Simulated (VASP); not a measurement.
SrO, 2 atoms in the cell. It takes space group Imm2 (No. 44, orthorhombic). The conventional cell has a = 3.673 Å, b = 5.195 Å, c = 3.673 Å, α = 90.00°, β = 90.00°, γ = 90.00°. Sr (site symmetry mm2) is surrounded by 6 O at 2.49 to 2.71 Å. Around O (site symmetry mm2) lie 6 Sr at 2.49 to 2.71 Å.  The cell isn't the ideal one: all O atoms moved +0.150 Å, as atom 2 towards its neighbour atom 2 (O) at 3.673 Å.

| Property | Result |
| --- | --- |
| Program | VASP 6.6.1 |
| Task | single point |
| Functional | PBE |
| Potentials or basis | VASP PAW PBE potentials, release 64 (Sr_sv, O) |
| Cutoff | 520 eV |
| k mesh | 8 × 8 × 8 |
| Occupations | gaussian, width 0.05 eV |
| Spin | no spin polarisation |
| Dipole correction | no |
| Further INCAR settings | ALGO = Fast; EDIFF = 1e-06; NBANDS = 15 |

Potentials or basis: VASP PAW PBE potentials, release 64 (Sr_sv, O).

Run with:

```bash
$ cat potpaw_PBE.64/Sr_sv/POTCAR potpaw_PBE.64/O/POTCAR > POTCAR
$ mpirun -np 1 vasp_std > vasp.out
```

Hardware: 1 thread of Intel(R) Xeon(R) Platinum 8488C (Sapphire Rapids), with other jobs on the host.

Task: Estimate the wall time of this run.

Result: Run time: 54 s on 1 thread of Intel(R) Xeon(R) Platinum 8488C (Sapphire Rapids) (shared host), peak memory 0.18 GiB. Counts: scf iterations 16, k points 95.
